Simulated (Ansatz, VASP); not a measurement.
## One calculation of TiB, two programs

```
Ti B
1.0
     0.00000    2.11491    2.11491
     2.11491    0.00000    2.11491
     2.11491    2.11491    0.00000
Ti B
1 1
Direct
  0.75000 0.75000 0.75000
  0.00000 0.00000 0.00000
```

Change from the starting cell: volume scaled by 1.02, PAW files.

Alike in both runs: task electric field gradients; functional LDA; k mesh 13 × 13 × 13; occupations fermi-dirac, width 0.05 eV; no spin polarisation.

|  | VASP | Ansatz |
| --- | --- | --- |
| version | VASP 6.6.1 | Ansatz 0.2.0 |
| potentials or method | VASP PAW LDA potentials, release 64 (Ti_sv, B) | PAW with Ansatz's default frozen-core files, scalar-relativistic |
| plane-wave cutoff (eV) | 520 | 420 |
| valence electrons in the cell | 15 | 15 |

Ansatz gave:

| Property | Result |
| --- | --- |
| pressure (GPa) | 97.3 |
| Vzz of the field gradient on the site that differs most (V/Å²) | 0.0 |

Task: Estimate VASP's values.

Result: Pressure (GPa): 97.5; Vzz of the field gradient on the site that differs most (V/Å²): 0.0.

Caveats: the cell as given lies far from equilibrium; so large a pressure means that the cell lies far from this level's equilibrium, or that cutoff or potentials fall short (VASP).
